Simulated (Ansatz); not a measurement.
# Al3Cu2: how settings move the results

The task, for Al3Cu2: test the k-point mesh on the displaced cell.

Computed with Ansatz 0.2.0 (DFT r2SCAN, scalar-relativistic, plane waves, PAW, unless a step's input says otherwise).

## Step 1: The starting structure

It takes space group P-3m1 (No. 164, trigonal). Conventional cell: a = 4.092 Å, b = 4.092 Å, c = 4.993 Å, α = 90.00°, β = 90.00°, γ = 120.00°. Around Al (site symmetry -3m) lie 6 Cu at 2.49 Å. Around Al (site symmetry 3m) lie 5 Cu at 2.44 to 2.55 Å and 3 Al at 2.80 Å. Cu (site symmetry 3m) is surrounded by 8 Al at 2.44 to 2.55 Å.

Structure file:

```
CELL_PARAMETERS angstrom
4.09195 0.00000 0.00000
-2.04598 3.54373 0.00000
0.00000 0.00000 4.99278
ATOMIC_POSITIONS crystal
Al 0.00000 0.00000 0.00000
Al 0.33333 0.66667 0.34993
Al 0.66667 0.33333 0.65007
Cu 0.33333 0.66667 0.83951
Cu 0.66667 0.33333 0.16049
```

Source of the structure: the Materials Project (structure only). It is taken as it stands there.

## Step 2: The base input

The input, input.yaml:

```yaml
crystal:
  lattice:
    - [4.0919516368, 0.0, 0.0]
    - [-2.0459758184, 3.5437340685, 0.0]
    - [0.0, 0.0, 4.9927787]
  atoms:
    - { symbol: Al, position: [0.0, 0.0, 0.0] }
    - { symbol: Al, position: [0.33333333, 0.66666667, 0.34992535] }
    - { symbol: Al, position: [0.66666667, 0.33333333, 0.65007465] }
    - { symbol: Cu, position: [0.33333333, 0.66666667, 0.83951213] }
    - { symbol: Cu, position: [0.66666667, 0.33333333, 0.16048787] }
basis:
  ecutwfc: 500
kpoints:
  mp_grid: { grid: [12, 12, 8] }
hamiltonian:
  xc: r2scan
scf:
  occupations: { method: gaussian, width: 0.1 }
output:
  forces: true
  stress: true
  eigenvalues: true
  populations: true
  write_density: true
  write_potential: true
  elf: true
  volumetric_format: npy
```

It was run beforehand and gave: -2976.9344 eV/atom at zero smearing, pressure 0.50 GPa, largest force 0.017 eV/Å, no gap on the mesh, in 9 SCF cycles and 86 s.

The runs on the displaced cell use a copy made earlier, with the atoms moved and the axes strained (about 1 %) at random, so that forces and shear stress do not vanish.

## Step 3: K-point mesh on the displaced cell set to 1×1×1

The input, input.yaml:

```yaml
crystal:
  lattice:
    - [4.0472680556, 0.0074024528, 0.0200421321]
    - [-2.0172233156, 3.4831102312, -0.012050543]
    - [0.0244543287, -0.0028593368, 4.9807017204]
  atoms:
    - { symbol: Al, position: [-0.0008572511, -0.0022964813, -0.003787046] }
    - { symbol: Al, position: [0.3239394096, 0.6152035583, 0.3246428018] }
    - { symbol: Al, position: [0.6361111384, 0.3216370404, 0.6524015193] }
    - { symbol: Cu, position: [0.2936928577, 0.6558659016, 0.8549848793] }
    - { symbol: Cu, position: [0.648848148, 0.2910866889, 0.1295631523] }
basis:
  ecutwfc: 500
kpoints:
  mp_grid: { grid: [1, 1, 1] }
hamiltonian:
  xc: r2scan
scf:
  occupations: { method: gaussian, width: 0.1 }
output:
  forces: true
  stress: true
  eigenvalues: true
```

Command:

```console
> ansatz run input.yaml --threads 1 --pin off --max-ram 2560MiB --backend cpu --events-out ev --progress --plain --runs-dir out
```

Log, shortened:

```text
Warning: RAYON_NUM_THREADS=1 ignored (pool sized by the plan → 1); use --threads N
[...]
Pseudopotentials: kind: paw
Pseudopotential: Al, paw, valence charge 3, recommended cutoff 500 eV (meta_gga), Al.paw.azcp
Pseudopotential: Cu, paw, valence charge 19, recommended cutoff 500 eV (meta_gga), Cu.paw.azcp
Functional definition: r2SCAN
[...]
Crystal: 5 atoms, lattice volume = 70.286 Å³
Basis set: ecut = 500 eV, 1803 PW (Γ), exchange–correlation on 120×120×160 points (64 copies of the dense FFT grid, shifted against one another)
Bands: 29, of which v1, the nominal top of the filled ones, is band 24 counted from 1 (23 counted from 0)
Symmetry: 1 space group operations
Space group: P1 (ITA 1), of the structure as read, at distance tolerance 4.1e-5 Å
k-points: 1
[...]
SCF iter   1: F=—  HF=-14873.110502 eV  |F-HF|=—  |Δ(HF+E_count)|=         —  Δρ=3.26e-2  dr2=7.79e-1  dr2_τ=3.94e-2  ethr=1.77e-3  ⟨swp⟩=5.0  Hψ=127  notcnv=0
[...]
SCF iter  10: F=-14873.249623 eV  HF=-14873.249623 eV  |F-HF|=2.50e-8  |Δ(HF+E_count)|=   2.32e-7  Δρ=9.71e-6  dr2=7.36e-8  dr2_τ=1.04e-9  ethr=2.13e-10  ⟨swp⟩=10.0  Hψ=182  notcnv=0
[...]
SCF converged after 10 iterations
Free energy (F): -14873.249623 eV
[...]
E sigma→0 (E₀):  -14873.221414 eV
Entropy (-TS):   -0.056419 eV (-11.284 meV/atom)
Fermi energy:    13.018363 eV
[...]
--- Forces (eV/Å), atoms counted from 1 ---
  atom   1  Al    -0.11318489    -0.11426537    -0.13347095
  atom   2  Al    -1.54037591     1.00222680     1.34377759
  atom   3  Al     0.99671371    -0.85920205    -1.10655992
  atom   4  Cu    -0.74402005     0.46745713    -1.30004455
  atom   5  Cu     1.40085842    -0.49624996     1.19626884
[...]
--- Stress (GPa, compression-positive) ---
       27.810654      -6.777548      -0.503019
       -6.777609      20.611807       0.222463
       -0.503028       0.222469       1.189613
  P = ⅓ Tr σ = 16.5374 GPa (165.374 kbar)
--- Band table (eV) ---
[...]
```

Run time: 11 s. Hardware: 1 thread of Intel Xeon at 2.50GHz (Skylake/Cascade Lake), shared host; peak memory 0.45 GiB.

Read-out: -2974.6443 eV/atom at zero smearing, pressure 16.54 GPa, largest force 2.277 eV/Å and no gap on the mesh.

## Step 4: K-point mesh on the displaced cell: 2×2×2

input.yaml, as its differences from that of step 3:

```diff
@@ -14,3 +14,3 @@
 kpoints:
-  mp_grid: { grid: [1, 1, 1] }
+  mp_grid: { grid: [2, 2, 2] }
 hamiltonian:
```

Command:

```console
> ansatz run input.yaml --threads 1 --pin off --max-ram 2560MiB --backend cpu --events-out ev --progress --plain --runs-dir out
```

Log, shortened:

```text
Warning: RAYON_NUM_THREADS=1 ignored (pool sized by the plan → 1); use --threads N
[...]
[... 4 set-up lines as earlier in the session ...]
[...]
Crystal: 5 atoms, lattice volume = 70.286 Å³
Basis set: ecut = 500 eV, 1803 PW (Γ), exchange–correlation on 120×120×160 points (64 copies of the dense FFT grid, shifted against one another)
Bands: 29, of which v1, the nominal top of the filled ones, is band 24 counted from 1 (23 counted from 0)
[... 2 set-up lines as earlier in the session ...]
k-points: 8
[...]
SCF iter   1: F=—  HF=-14882.627236 eV  |F-HF|=—  |Δ(HF+E_count)|=         —  Δρ=2.08e-2  dr2=1.78e-1  dr2_τ=2.27e-2  ethr=1.77e-3  ⟨swp⟩=8.0  Hψ=1109  notcnv=0
[...]
SCF iter  10: F=-14882.651090 eV  HF=-14882.651090 eV  |F-HF|=8.73e-9  |Δ(HF+E_count)|=   1.07e-7  Δρ=5.93e-6  dr2=3.17e-8  dr2_τ=2.87e-10  ethr=2.13e-10  ⟨swp⟩=7.8  Hψ=987  notcnv=0
[...]
SCF converged after 10 iterations
Free energy (F): -14882.651090 eV
[...]
E sigma→0 (E₀):  -14882.639332 eV
Entropy (-TS):   -0.023516 eV (-4.703 meV/atom)
Fermi energy:    11.874543 eV
[...]
--- Forces (eV/Å), atoms counted from 1 ---
  atom   1  Al    -0.54529661    -0.83668209    -0.12695390
  atom   2  Al    -0.52207085     0.48169433     1.57903887
  atom   3  Al     0.30787758    -0.11385691    -1.21762711
  atom   4  Cu     0.49680393     0.08360859    -1.47696010
  atom   5  Cu     0.26268407     0.38523590     1.24249458
[...]
--- Stress (GPa, compression-positive) ---
       12.739033      -5.349576      -0.315781
       -5.349576       4.433570       2.271180
       -0.315781       2.271179      19.586378
  P = ⅓ Tr σ = 12.2530 GPa (122.530 kbar)
--- Band table (eV; the first three rows and the last of 8) ---
[...]
```

Wall time 15 s (1 thread of Intel Xeon at 2.50GHz (Skylake/Cascade Lake), shared host); peak memory 0.49 GiB.

Read-out: -2976.5279 eV/atom at zero smearing, pressure 12.25 GPa, largest force 1.731 eV/Å and no gap on the mesh.

## Step 5: K-point mesh on the displaced cell set to 4×4×2

input.yaml, as its differences from that of step 4:

```diff
@@ -14,3 +14,3 @@
 kpoints:
-  mp_grid: { grid: [2, 2, 2] }
+  mp_grid: { grid: [4, 4, 2] }
 hamiltonian:
```

Command:

```console
> ansatz run input.yaml --threads 1 --pin off --max-ram 2560MiB --backend cpu --events-out ev --progress --plain --runs-dir out
```

Log, shortened:

```text
Warning: RAYON_NUM_THREADS=1 ignored (pool sized by the plan → 1); use --threads N
[...]
[... 4 set-up lines as earlier in the session ...]
[...]
Crystal: 5 atoms, lattice volume = 70.286 Å³
Basis set: ecut = 500 eV, 1803 PW (Γ), exchange–correlation on 120×120×160 points (64 copies of the dense FFT grid, shifted against one another)
Bands: 29, of which v1, the nominal top of the filled ones, is band 24 counted from 1 (23 counted from 0)
[... 2 set-up lines as earlier in the session ...]
k-points: 20 of 32 (time reversal used)
[...]
SCF iter   1: F=—  HF=-14884.245216 eV  |F-HF|=—  |Δ(HF+E_count)|=         —  Δρ=2.34e-2  dr2=2.54e-1  dr2_τ=2.19e-2  ethr=1.77e-3  ⟨swp⟩=6.7  Hψ=2643  notcnv=0
[...]
SCF iter  10: F=-14884.245853 eV  HF=-14884.245853 eV  |F-HF|=3.82e-9  |Δ(HF+E_count)|=   1.09e-8  Δρ=3.13e-6  dr2=1.15e-8  dr2_τ=8.24e-11  ethr=2.13e-10  ⟨swp⟩=8.3  Hψ=2396  notcnv=0
[...]
SCF converged after 10 iterations
Free energy (F): -14884.245853 eV
[...]
E sigma→0 (E₀):  -14884.241467 eV
Entropy (-TS):   -0.008773 eV (-1.755 meV/atom)
Fermi energy:    11.928886 eV
[...]
--- Forces (eV/Å), atoms counted from 1 ---
  atom   1  Al    -0.56247103    -0.90988552    -0.15585358
  atom   2  Al    -0.50699921     0.51694967     1.41164292
  atom   3  Al     0.30384272    -0.10459827    -1.00970460
  atom   4  Cu     0.66673776     0.02771519    -1.41688671
  atom   5  Cu     0.09889564     0.46982857     1.17080088
[...]
--- Stress (GPa, compression-positive) ---
       10.075880      -3.544934      -0.120633
       -3.544934       6.445291       0.624925
       -0.120633       0.624925       8.041365
  P = ⅓ Tr σ = 8.1875 GPa (81.875 kbar)
--- Band table (eV; the first three rows and the last of 20) ---
[...]
```

Run time: 26 s. Hardware: 1 thread of Intel Xeon at 2.50GHz (Skylake/Cascade Lake), shared host; peak memory 0.48 GiB.

Read-out: -2976.8483 eV/atom at zero smearing, pressure 8.19 GPa, largest force 1.587 eV/Å and no gap on the mesh.

## Step 6: K-point mesh on the displaced cell set to 4×4×4

input.yaml, as its differences from that of step 5:

```diff
@@ -14,3 +14,3 @@
 kpoints:
-  mp_grid: { grid: [4, 4, 2] }
+  mp_grid: { grid: [4, 4, 4] }
 hamiltonian:
```

Command:

```console
> ansatz run input.yaml --threads 1 --pin off --max-ram 2560MiB --backend cpu --events-out ev --progress --plain --runs-dir out
```

Log, shortened:

```text
Warning: RAYON_NUM_THREADS=1 ignored (pool sized by the plan → 1); use --threads N
[...]
[... 4 set-up lines as earlier in the session ...]
[...]
Crystal: 5 atoms, lattice volume = 70.286 Å³
Basis set: ecut = 500 eV, 1803 PW (Γ), exchange–correlation on 120×120×160 points (64 copies of the dense FFT grid, shifted against one another)
Bands: 29, of which v1, the nominal top of the filled ones, is band 24 counted from 1 (23 counted from 0)
[... 2 set-up lines as earlier in the session ...]
k-points: 36 of 64 (time reversal used)
[...]
SCF iter   1: F=—  HF=-14884.123663 eV  |F-HF|=—  |Δ(HF+E_count)|=         —  Δρ=2.21e-2  dr2=2.22e-1  dr2_τ=2.21e-2  ethr=1.77e-3  ⟨swp⟩=6.6  Hψ=4820  notcnv=0
[...]
SCF iter   9: F=-14884.129652 eV  HF=-14884.129652 eV  |F-HF|=2.65e-9  |Δ(HF+E_count)|=   1.84e-7  Δρ=4.96e-6  dr2=1.78e-8  dr2_τ=3.43e-10  ethr=2.13e-10  ⟨swp⟩=7.4  Hψ=5064  notcnv=0
[...]
SCF converged after 9 iterations
Free energy (F): -14884.129652 eV
[...]
E sigma→0 (E₀):  -14884.125842 eV
Entropy (-TS):   -0.007621 eV (-1.524 meV/atom)
Fermi energy:    11.936118 eV
[...]
--- Forces (eV/Å), atoms counted from 1 ---
  atom   1  Al    -0.56961991    -0.92665679    -0.14999904
  atom   2  Al    -0.50808766     0.49523591     1.48078721
  atom   3  Al     0.31622250    -0.07114073    -1.08189748
  atom   4  Cu     0.69231667    -0.02195250    -1.52027885
  atom   5  Cu     0.06916615     0.52453676     1.27137213
[...]
--- Stress (GPa, compression-positive) ---
        9.260951      -3.043898      -0.674496
       -3.043898       5.822803       0.624971
       -0.674497       0.624971       8.329204
  P = ⅓ Tr σ = 7.8043 GPa (78.043 kbar)
--- Band table (eV; the first three rows and the last of 36) ---
[...]
```

Wall time 38 s (1 thread of Intel Xeon at 2.50GHz (Skylake/Cascade Lake), shared host); peak memory 0.5 GiB.

Result: -2976.8252 eV/atom at zero smearing, pressure 7.80 GPa, largest force 1.671 eV/Å and no gap on the mesh.

## Step 7: K-point mesh on the displaced cell: 6×6×4

input.yaml, as its differences from that of step 6:

```diff
@@ -14,3 +14,3 @@
 kpoints:
-  mp_grid: { grid: [4, 4, 4] }
+  mp_grid: { grid: [6, 6, 4] }
 hamiltonian:
```

Command:

```console
> ansatz run input.yaml --threads 1 --pin off --max-ram 2560MiB --backend cpu --events-out ev --progress --plain --runs-dir out
```

Log, shortened:

```text
Warning: RAYON_NUM_THREADS=1 ignored (pool sized by the plan → 1); use --threads N
[...]
[... 4 set-up lines as earlier in the session ...]
[...]
Crystal: 5 atoms, lattice volume = 70.286 Å³
Basis set: ecut = 500 eV, 1803 PW (Γ), exchange–correlation on 120×120×160 points (64 copies of the dense FFT grid, shifted against one another)
Bands: 29, of which v1, the nominal top of the filled ones, is band 24 counted from 1 (23 counted from 0)
[... 2 set-up lines as earlier in the session ...]
k-points: 76 of 144 (time reversal used)
[...]
SCF iter   1: F=—  HF=-14884.210598 eV  |F-HF|=—  |Δ(HF+E_count)|=         —  Δρ=2.18e-2  dr2=2.22e-1  dr2_τ=2.21e-2  ethr=1.77e-3  ⟨swp⟩=6.4  Hψ=10141  notcnv=0
[...]
SCF iter   9: F=-14884.216518 eV  HF=-14884.216518 eV  |F-HF|=4.21e-9  |Δ(HF+E_count)|=   3.53e-8  Δρ=6.02e-6  dr2=3.38e-8  dr2_τ=2.41e-10  ethr=2.13e-10  ⟨swp⟩=7.3  Hψ=10554  notcnv=0
[...]
SCF converged after 9 iterations
Free energy (F): -14884.216518 eV
[...]
E sigma→0 (E₀):  -14884.213434 eV
Entropy (-TS):   -0.006168 eV (-1.234 meV/atom)
Fermi energy:    11.813999 eV
[...]
--- Forces (eV/Å), atoms counted from 1 ---
  atom   1  Al    -0.57546142    -0.94362594    -0.16303451
  atom   2  Al    -0.48581663     0.52500173     1.52754036
  atom   3  Al     0.29788096    -0.08733451    -1.10924564
  atom   4  Cu     0.67765368     0.02372646    -1.55769224
  atom   5  Cu     0.08571719     0.48222646     1.30244981
[...]
--- Stress (GPa, compression-positive) ---
        9.035144      -3.206565      -0.395082
       -3.206564       6.413679       0.338227
       -0.395083       0.338227       6.266780
  P = ⅓ Tr σ = 7.2385 GPa (72.385 kbar)
--- Band table (eV; the first three rows and the last of 76) ---
[...]
```

It took 62 s on 1 thread of Intel Xeon at 2.50GHz (Skylake/Cascade Lake), shared host; peak memory 0.55 GiB.

Read-out: -2976.8427 eV/atom at zero smearing, pressure 7.24 GPa, largest force 1.699 eV/Å and no gap on the mesh.

## Step 8: What the k-point mesh on the displaced cell changes

ΔE: energy per atom at zero smearing, less that of the run at 8×8×6. Pressure is positive in compression.

```tsv
mesh	ΔE (meV/atom)	pressure (GPa)	largest change of a force component (eV/Å)	irreducible points	SCF cycles	CPU time
1×1×1	2200	16.54	1.415	1	10	11 s
2×2×2	316	12.25	0.180	8	10	15 s
4×4×2	-4.14	8.19	0.130	20	10	25 s
4×4×4	19.0	7.80	0.061	36	9	37 s
6×6×4	1.47	7.24	0.019	76	9	62 s
8×8×6	0.00	7.23	0.000	196	9	2.5 min
```

The times were taken beside other jobs on the same host; read them as orders of magnitude.

## Step 9: Outcome

```
                                                                  quantity                                   value
k-point mesh on the displaced cell: within 10 and 1 meV/atom of 8×8×6 from  6×6×4 for 10; none of the others for 1
```

In words: The energy still moves by 1.47 meV/atom between the last two values of the k-point mesh on the displaced cell, so 1 meV/atom is not shown to be reached. The error changes sign along the series, since a k mesh isn't variational, and a metal needs dense meshes to resolve its Fermi surface. Forces come within 0.01 eV/Å only at the reference itself.
